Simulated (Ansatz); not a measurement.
Structures of Al2Cu: which is lowest?

Plane-wave DFT in Ansatz with scalar-relativistic PAW potentials, cutoff 420 eV, Γ-centred meshes chosen by cell and gap, Gaussian smearing with energies taken to zero width. Every cell was relaxed (cell and atoms) in a run of its own, within the symmetry of its start. Functional: PBEsol.

Relaxed structures (starts from databases or built by putting these elements on another compound's sites):
A. I4/mcm, 6 atoms in the computed cell, a = 5.992 Å, c = 4.829 Å; sites (symmetry × multiplicity) Al m.2m × 8, Cu 422 × 4; start: database
B. P4/mmm, 3 atoms in the computed cell, a = 4.084 Å, c = 2.846 Å; sites (symmetry × multiplicity) Al mmm. × 2, Cu 4/mmm × 1; start: database
C. Fm-3m, 3 atoms in the computed cell, a = 5.726 Å; sites (symmetry × multiplicity) Al -43m × 8, Cu m-3m × 4; start: database
D. P4/mmm, 3 atoms in the computed cell, a = 2.817 Å, c = 5.773 Å; sites (symmetry × multiplicity) Al 4mm × 2, Cu 4/mmm × 1; start: built
E. P6/mmm, 3 atoms in the computed cell, a = 4.463 Å, c = 2.634 Å; sites (symmetry × multiplicity) Cu 6/mmm × 1, Al -6m2 × 2; start: built

Rank them by energy. Could pressure change the order?

```tsv
structure	group	E − E(lowest) (meV/atom)	V (Å³/atom)	gap on mesh (eV)
C	Fm-3m	0.0	15.65	0.00
A	I4/mcm	5.9	14.45	0.00
D	P4/mmm	78	15.27	0.00
B	P4/mmm	153	15.83	0.00
E	P6/mmm	404	15.14	0.00
```

C is lowest, 6 meV/atom under A. A is denser by 1.20 Å³/atom, so pressure favours it: ΔE/ΔV, with ΔE in eV and 1 eV/Å³ = 160.2 GPa, gives about 0.8 GPa for equal enthalpy if both cells were rigid, a rough figure since the two compress differently. Other structures may lie lower than all of these, and vibrations aren't counted.